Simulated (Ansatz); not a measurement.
**WSe2: a prediction, then the measurements**

The calculation used DFT PBE+D3(BJ), scalar-relativistic, plane waves, PAW in Ansatz 0.2.0.

Settings: cutoff 420 eV, Γ-centred mesh 9×9×2 on the computed 6-atom cell, Gaussian smearing of 0.02 eV; no spin polarisation.

Relaxed structure, symmetry kept:

```yaml
crystal:
  lattice:
    - [3.27889, 0.00000, 0.00000]
    - [-1.63945, 2.83960, 0.00000]
    - [0.00000, 0.00000, 12.79755]
  atoms:
    - { symbol: W, position: [0.66667, 0.33333, 0.25002] }
    - { symbol: W, position: [0.33333, 0.66667, 0.74998] }
    - { symbol: Se, position: [0.33333, 0.66667, 0.38163] }
    - { symbol: Se, position: [0.66667, 0.33333, 0.88160] }
    - { symbol: Se, position: [0.33333, 0.66667, 0.11840] }
    - { symbol: Se, position: [0.66667, 0.33333, 0.61837] }
```

```
Space group                                                                                                                                 : P6_3/mmc (No. 194)
Volume per atom                                                                                                                             : 19.86 Å³
Kohn–Sham band gap                                                                                                                          : 0.87 eV, indirect from Γ to (0.182, 0.180, 0.000)
Löwdin character of the top 1 eV of the valence band                                                                                        : W 5d 61 %, Se 4p 33 %
Löwdin character of the lowest 1 eV of the conduction band                                                                                  : W 5d 64 %, Se 4p 28 %
Electron masses at the edge by Cartesian direction of the standard setting (m_e; degenerate bands sorted by energy; no spin-orbit coupling) : x: 0.49; y: 0.46; z: 0.40
Hole masses at the edge by Cartesian direction of the standard setting (m_e; degenerate bands sorted by energy; no spin-orbit coupling)     : x: 0.71; y: 0.71; z: 1.3
Bader charges (e)                                                                                                                           : W (2 in the cell) 1.07, Se (4 in the cell) -0.54
```

Spin-orbit coupling is left out, which matters for the bands of heavy elements.

**What was measured.**

From “Random anion distribution in MSxSe2−x (M = Mo, W) crystals and nanosheets”, 2018, pmc:9078701, for a bulk crystal of WSe2: lattice constant a 3.282 ± 0.001 Å; lattice constant c 12.96 ± 0.01 Å.

From “Time-resolved XUV ARPES with tunable 24–33 eV laser pulses at 30 meV resolution”, 2019, pmc:6684652, for a bulk crystal of WSe2: band gap 1.3 eV (indirect).

A measured lattice constant a of WSe2 is 3.282 Å (quoted in the paper above); the calculated 3.279 Å misses it by -0.1 %. A measured lattice constant c of WSe2 is 12.96 Å (quoted in the paper above); the calculated 12.798 Å misses it by -1.3 %. 3 values of this kind are on record (12.95 to 12.977 Å); this one was drawn at random among those near their median, those with a stated uncertainty first. The calculation is for 0 K without zero-point motion. A measured band gap of WSe2 is 1.3 eV (indirect; the paper above); the calculated 0.87 eV misses it by -0.43 eV. Kohn–Sham gaps of semilocal functionals fall short of measured ones as a rule; spin-orbit coupling, left out here, would usually lower the calculated gap of a compound with heavy elements.